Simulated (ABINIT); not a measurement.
# Si (Pm-3m) in ABINIT: convergence with boxcutmin

Aim: find how far boxcutmin must go before the results for Si settle, at LDA. This setting moves, with any that are tied to it; all else stays.

All numbers are computed with ABINIT 10.8.3 (patched build); they aren't measurements. Logs are shortened: lines on timing, memory, paths and dates and some standing lists are left out, and cuts for length are marked. The log counts tension as positive stress, the text compression.

## 1. Starting point

The structure is cubic, space group Pm-3m (No. 221). Conventional cell: a = 2.532 Å, b = 2.532 Å, c = 2.532 Å, α = 90.00°, β = 90.00°, γ = 90.00°. Si (site symmetry m-3m) is surrounded by 6 Si at 2.53 Å.

The cell was built by a generator and needn't be a form met in nature.

## 2. With boxcutmin 1.3

The input, run.abi:

```
# Pseudopotentials
pp_dirpath "./"
pseudos "Si.upf"

# Structure
acell 3*1.0 Angstrom
rprim
     2.5321100000     0.0000000000     0.0000000000
     0.0000000000     2.5321100000     0.0000000000
     0.0000000000     0.0000000000     2.5321100000
ntypat 1
znucl 14
natom 1
typat 1
xred
     0.5000000000     0.5000000000     0.5000000000

# Plane-wave basis
ecut 16.0

# k points
kptopt 1
ngkpt 10 10 10
nshiftk 1
shiftk 0.0 0.0 0.0

# Exchange and correlation
ixc 7

# Bands and occupations
nband 6
occopt 6
tsmear 0.05 eV

# SCF cycle
nstep 100
tolvrs 1.0e-10
boxcutmin 1.3

# Output
iomode 3
prtwf 0
prtden 0
prteig 0
prtebands 0
enunit 1
```

Potentials or basis: PseudoDojo NC SR LDA v0.4 stringent.

Run with:

```
abinit run.abi > log 2>&1
```

Run time: 1.8 s. Hardware: 1 thread of Arm Neoverse V1, shared host; peak memory 0.06 GiB.

It converged, with:

```
Free energy                                           : -115.7385 eV
Pressure                                              : -3.7 GPa
Band gap on the k mesh                                : none (metal or under the smearing width)
Valence electrons inside the program's atomic spheres : Si 1.68 (radii [1.0584] Å)
```

## 3. With boxcutmin 1.5

Edit run.abi of step 2 so:

```diff
@@ -37,3 +37,3 @@
 tolvrs 1.0e-10
-boxcutmin 1.3
+boxcutmin 1.5
```

Potentials or basis: PseudoDojo NC SR LDA v0.4 stringent.

Run with:

```
abinit run.abi > log 2>&1
```

Wall time 2 s (1 thread of Arm Neoverse V1, shared host); peak memory 0.06 GiB.

It converged, with:

```
Free energy                                           : -115.7385 eV
Pressure                                              : -3.7 GPa
Band gap on the k mesh                                : none (metal or under the smearing width)
Valence electrons inside the program's atomic spheres : Si 1.77 (radii [1.0584] Å)
```

## 4. With boxcutmin 1.7

Edit run.abi of step 3 so:

```diff
@@ -37,3 +37,3 @@
 tolvrs 1.0e-10
-boxcutmin 1.5
+boxcutmin 1.7
```

Run with:

```
abinit run.abi > log 2>&1
```

Wall time 2 s (1 thread of Arm Neoverse V1, shared host); peak memory 0.06 GiB.

The run converged. Its results:

* Free energy: -115.7385 eV
* Pressure: -3.7 GPa
* Band gap on the k mesh: none (metal or under the smearing width)
* Valence electrons inside the program's atomic spheres: Si 1.71 (radii [1.0584] Å)

## 5. With boxcutmin 1.85

Edit run.abi of step 4 so:

```diff
@@ -37,3 +37,3 @@
 tolvrs 1.0e-10
-boxcutmin 1.7
+boxcutmin 1.85
```

Run with:

```
abinit run.abi > log 2>&1
```

Run time: 2 s. Hardware: 1 thread of Arm Neoverse V1, shared host; peak memory 0.06 GiB.

Results (log left out):

```
Free energy                                           : -115.7385 eV
Pressure                                              : -3.7 GPa
Band gap on the k mesh                                : none (metal or under the smearing width)
Valence electrons inside the program's atomic spheres : Si 1.71 (radii [1.0584] Å)
```

## 6. With boxcutmin 2

Edit run.abi of step 5 so:

```diff
@@ -37,3 +37,3 @@
 tolvrs 1.0e-10
-boxcutmin 1.85
+boxcutmin 2.0
```

Potentials or basis: PseudoDojo NC SR LDA v0.4 stringent.

Run with:

```
abinit run.abi > log 2>&1
```

Run time: 2.4 s. Hardware: 1 thread of Arm Neoverse V1, shared host; peak memory 0.06 GiB.

It converged, with:

- Free energy: -115.7385 eV
- Pressure: -3.7 GPa
- Band gap on the k mesh: none (metal or under the smearing width)
- Valence electrons inside the program's atomic spheres: Si 1.73 (radii [1.0584] Å)

## 7. With boxcutmin 2.3

Edit run.abi of step 6 so:

```diff
@@ -37,3 +37,3 @@
 tolvrs 1.0e-10
-boxcutmin 2.0
+boxcutmin 2.3
```

Run with:

```
abinit run.abi > log 2>&1
```

Run time: 2.5 s. Hardware: 1 thread of Arm Neoverse V1, shared host; peak memory 0.06 GiB.

It converged, with:

| Quantity | Value |
| --- | --- |
| Free energy | -115.7385 eV |
| Pressure | -3.7 GPa |
| Band gap on the k mesh | none (metal or under the smearing width) |
| Valence electrons inside the program's atomic spheres | Si 1.74 (radii [1.0584] Å) |

## 8. With boxcutmin 2.7

Edit run.abi of step 7 so:

```diff
@@ -37,3 +37,3 @@
 tolvrs 1.0e-10
-boxcutmin 2.3
+boxcutmin 2.7
```

Potentials or basis: PseudoDojo NC SR LDA v0.4 stringent.

Run with:

```
abinit run.abi > log 2>&1
```

run.abo:

```text
.Version 10.8.3 of ABINIT
 Symmetries : space group Pm -3 m (#221); Bravais cP (primitive cubic)
================================================================================
 Values of the parameters that define the memory need of the present run
     intxc =       0    ionmov =       0      iscf =       7    lmnmax =       6
     lnmax =       6     mgfft =      24  mpssoang =       3    mqgrid =    3001
     natom =       1  nloc_mem =       1    nspden =       1   nspinor =       1
    nsppol =       1      nsym =      48    n1xccc =    2501    ntypat =       1
    occopt =       6   xclevel =       1
       mpw =         344          nfft =       13824          nkpt =          56
================================================================================
================================================================================

--------------------------------------------------------------------------------
------------- Echo of variables that govern the present computation ------------
--------------------------------------------------------------------------------
 -outvars: echo values of preprocessed input variables --------
            acell      1.8897261259E+00  1.8897261259E+00  1.8897261259E+00 Bohr
              amu      2.80855000E+01
        boxcutmin      2.70000000E+00
             ecut      1.60000000E+01 Hartree
           enunit           1
                       outvar_i_n : Printing only first  50 k-points.
              ixc           7
                       outvar_i_n : Printing only first  50 k-points.
         kptrlatt       10    0    0      0   10    0      0    0   10
          kptrlen      4.78499442E+01
            natom           1
            nband           6
            ngfft          24      24      24
             nkpt          56
            nstep         100
             nsym          48
           ntypat           1
                       prtocc : prtvol=0, do not print more k-points.
           occopt           6
           prtden           0
        prtebands           0
           prteig           0
            prtwf           0
            rprim      2.5321100000E+00  0.0000000000E+00  0.0000000000E+00
                       0.0000000000E+00  2.5321100000E+00  0.0000000000E+00
                       0.0000000000E+00  0.0000000000E+00  2.5321100000E+00
          spgroup         221
           tolvrs      1.00000000E-10
           tsmear      1.83746611E-03 Hartree
            typat      1
                       outvars : Printing only first  50 k-points.
           xangst      1.2660550000E+00  1.2660550000E+00  1.2660550000E+00
            xcart      2.3924972103E+00  2.3924972103E+00  2.3924972103E+00
             xred      5.0000000000E-01  5.0000000000E-01  5.0000000000E-01
            znucl       14.00000

================================================================================

 chkinp: Checking input parameters for consistency.

================================================================================
== DATASET  1 ==================================================================

--- !DatasetInfo
iteration_state: {dtset: 1, }
[... 64 lines left out ...]
lattice_lengths: [   4.78499,    4.78499,    4.78499, ]
lattice_angles: [ 90.000,  90.000,  90.000, ] # degrees, (23, 13, 12)
lattice_volume:   1.0955805E+02
convergence: {deltae: -2.123E-13, res2:  3.625E-12, residm:  1.039E-04, diffor: null, }
etotal    :  -4.25331318E+00
entropy   :   0.00000000E+00
fermie    :   2.49733660E-01
cartesian_stress_tensor: # hartree/bohr^3
- [  1.25881990E-04,   0.00000000E+00,   0.00000000E+00, ]
- [  0.00000000E+00,   1.25881990E-04,   0.00000000E+00, ]
- [  0.00000000E+00,   0.00000000E+00,   1.25881990E-04, ]
pressure_GPa:  -3.7036E+00
xred      :
- [  5.0000E-01,   5.0000E-01,   5.0000E-01, Si]
cartesian_forces: # hartree/bohr
- [ -0.00000000E+00,  -0.00000000E+00,  -0.00000000E+00, ]
force_length_stats: {min:   0.00000000E+00, max:   0.00000000E+00, mean:   0.00000000E+00, }
...

 Integrated electronic density in atomic spheres:
 ------------------------------------------------
 Atom  Sphere_radius  Integrated_density
    1        2.00000          1.70056600
================================================================================

 ----iterations are completed or convergence reached----

 Mean square residual over all n,k,spin=   11.040E-07; max=  10.391E-05
 reduced coordinates (array xred) for    1 atoms
       0.500000000000      0.500000000000      0.500000000000
 rms dE/dt=  0.0000E+00; max dE/dt=  0.0000E+00; dE/dt below (all hartree)
    1       0.000000000000      0.000000000000      0.000000000000

 cartesian coordinates (angstrom) at end:
    1      1.26605500000000     1.26605500000000     1.26605500000000

 cartesian forces (hartree/bohr) at end:
    1     -0.00000000000000    -0.00000000000000    -0.00000000000000
 frms,max,avg= 0.0000000E+00 0.0000000E+00   0.000E+00  0.000E+00  0.000E+00 h/b

 cartesian forces (eV/Angstrom) at end:
    1     -0.00000000000000    -0.00000000000000    -0.00000000000000
 frms,max,avg= 0.0000000E+00 0.0000000E+00   0.000E+00  0.000E+00  0.000E+00 e/A
 length scales=  1.889726125908  1.889726125908  1.889726125908 bohr
              =  1.000000000000  1.000000000000  1.000000000000 angstroms
 Fermi (or HOMO) energy (eV) =   6.79560   Average Vxc (eV)= -10.50662
 Eigenvalues (   eV  ) for nkpt=  56  k points:
 kpt#   1, nband=  6, wtk=  0.00100, kpt=  0.0000  0.0000  0.0000 (reduced coord)
  -6.25747   14.36966   14.36966   14.46301   14.46301   14.46301
 prteigrs : prtvol=0 or 1, do not print more k-points.

--- !EnergyTerms
iteration_state     : {dtset: 1, }
comment             : Components of total free energy in Hartree
kinetic             :  1.53778556674763E+00
hartree             :  6.88993942734815E-02
xc                  : -1.55548262907431E+00
Ewald energy        : -4.74365857936691E+00
psp_core            :  2.43525304550123E-01
local_psp           : -4.54500170419128E-01
non_local_psp       :  6.50119582501781E-01
internal            : -4.25331153078733E+00
'-kT*entropy'       : -1.65012249460476E-06
total_energy        : -4.25331318090983E+00
total_energy_eV     : -1.15738547790859E+02
band_energy         :  2.44328150267478E-01
...

 Cartesian components of stress tensor (hartree/bohr^3)
  sigma(1 1)=  1.25881990E-04  sigma(3 2)=  0.00000000E+00
  sigma(2 2)=  1.25881990E-04  sigma(3 1)=  0.00000000E+00
  sigma(3 3)=  1.25881990E-04  sigma(2 1)=  0.00000000E+00

-Cartesian components of stress tensor (GPa)         [Pressure= -3.7036E+00 GPa]
- sigma(1 1)=  3.70357601E+00  sigma(3 2)=  0.00000000E+00
- sigma(2 2)=  3.70357601E+00  sigma(3 1)=  0.00000000E+00
- sigma(3 3)=  3.70357601E+00  sigma(2 1)=  0.00000000E+00

== END DATASET(S) ==============================================================
================================================================================

 -outvars: echo values of variables after computation  --------
            acell      1.8897261259E+00  1.8897261259E+00  1.8897261259E+00 Bohr
           etotal     -4.2533131809E+00
            fcart     -0.0000000000E+00 -0.0000000000E+00 -0.0000000000E+00
            rprim      2.5321100000E+00  0.0000000000E+00  0.0000000000E+00
                       0.0000000000E+00  2.5321100000E+00  0.0000000000E+00
                       0.0000000000E+00  0.0000000000E+00  2.5321100000E+00
           strten      1.2588199011E-04  1.2588199011E-04  1.2588199011E-04
                       0.0000000000E+00  0.0000000000E+00  0.0000000000E+00
           xangst      1.2660550000E+00  1.2660550000E+00  1.2660550000E+00
             xred      5.0000000000E-01  5.0000000000E-01  5.0000000000E-01
 Calculation completed.
```

Run time: 3.4 s. Hardware: 1 thread of Arm Neoverse V1, shared host; peak memory 0.06 GiB.

Results:

```yaml
Free_energy: -115.7385 eV
Pressure: -3.7 GPa
Band_gap_on_the_k_mesh: none (metal or under the smearing width)
Valence_electrons_inside_the_program's_atomic_spheres: Si 1.70 (radii [1.0584] Å)
```

## 9. Summary

| boxcutmin | energy less the tightest run (meV/atom) | SCF cycles | CPU time (s) | peak memory (GiB) |
| --- | --- | --- | --- | --- |
| 1.3 | 0.00 | 6 | 1.8 | 0.06 |
| 1.5 | 0.00 | 6 | 2 | 0.06 |
| 1.7 | 0.00 | 6 | 2 | 0.06 |
| 1.85 | 0.00 | 6 | 2 | 0.06 |
| 2 | 0.00 | 6 | 2.3 | 0.06 |
| 2.3 | 0.00 | 6 | 2.5 | 0.06 |
| 2.7 | 0.00 | 6 | 3.4 | 0.06 |

Against the tightest run, the energy stays within 1 meV/atom from 1.3 on. The tightest run that finished is the yardstick and may itself not be fully converged.
